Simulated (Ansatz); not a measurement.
**How settings move the G0W0 gap of BeSe (F-43m)**

BeSe (F-43m) from a database of computed structures, relaxed with r2SCAN; one-shot G0W0 in Ansatz without spin-orbit coupling. Calculated for a static, non-magnetic cell.

```yaml
crystal:
  lattice:
    - [0.00000, 2.58104, 2.58104]
    - [2.58104, 0.00000, 2.58104]
    - [2.58104, 2.58104, 0.00000]
  atoms:
    - { symbol: Be, position: [0.00000, 0.00000, 0.00000] }
    - { symbol: Se, position: [0.25000, 0.25000, 0.25000] }
```

Gaps are read over the mesh points alone. G0W0 here is at a finite number of bands, screening cutoff and k mesh, not at the basis limit.

| start | potentials | frequency model | mesh | empty bands | screening cutoff (eV) | Kohn-Sham gap (eV) | G0W0 gap (eV) |
| --- | --- | --- | --- | --- | --- | --- | --- |
| PBE | PAW | contour deformation | 6×6×6 | 102 | 120 | 2.65 | 3.75 |
| PBE | PAW | contour deformation | 6×6×6 | 254 | 220 | 2.65 | 3.90 |
| PBE | PAW | contour deformation | 6×6×6 | 468 | 300 | 2.65 | 3.94 |
| HSE06 | PAW | contour deformation | 6×6×6 | 254 | 220 | 3.49 | 4.24 |
| r2SCAN | PAW | contour deformation | 6×6×6 | 254 | 220 | 3.12 | 4.09 |
| PBE0 | PAW | contour deformation | 6×6×6 | 254 | 220 | 4.17 | 4.41 |
| PBE | PAW | Godby-Needs pole | 6×6×6 | 254 | 220 | 2.65 | 3.83 |
| PBE | PAW | contour deformation | 8×8×8 | 55 | 80 | 2.66 | 3.60 |
| PBE | norm-conserving | contour deformation | 6×6×6 | 254 | 220 | 2.66 | 3.87 |

Over the mesh points the PBE gap of 2.65 eV becomes a quasiparticle gap of 3.94 eV (Γ to X), a change of +1.29 eV. Renormalisation factors Z lie between 0.77 and 0.82.

Raising bands and cutoff together moves the gap by +0.15 eV (120 to 220 eV), then +0.04 eV (220 to 300 eV); the last step is still large, so the basis limit isn't reached. Starting from HSE06 (3.49 eV against PBE's 2.65 eV) gives 4.24 eV, +0.34 eV from G0W0@PBE at the same screening cutoff. Starting from r2SCAN (3.12 eV against PBE's 2.65 eV) gives 4.09 eV, +0.19 eV from G0W0@PBE at the same screening cutoff. Starting from PBE0 (4.17 eV against PBE's 2.65 eV) gives 4.41 eV, +0.51 eV from G0W0@PBE at the same screening cutoff. The Godby-Needs plasmon pole differs from contour deformation by -0.07 eV. Norm-conserving potentials (wave cutoff 1800 eV against 420 eV) shift the quasiparticle gap by -0.03 eV and the PBE gap by +0.01 eV. r2SCAN runs take a wave cutoff of 500 eV.
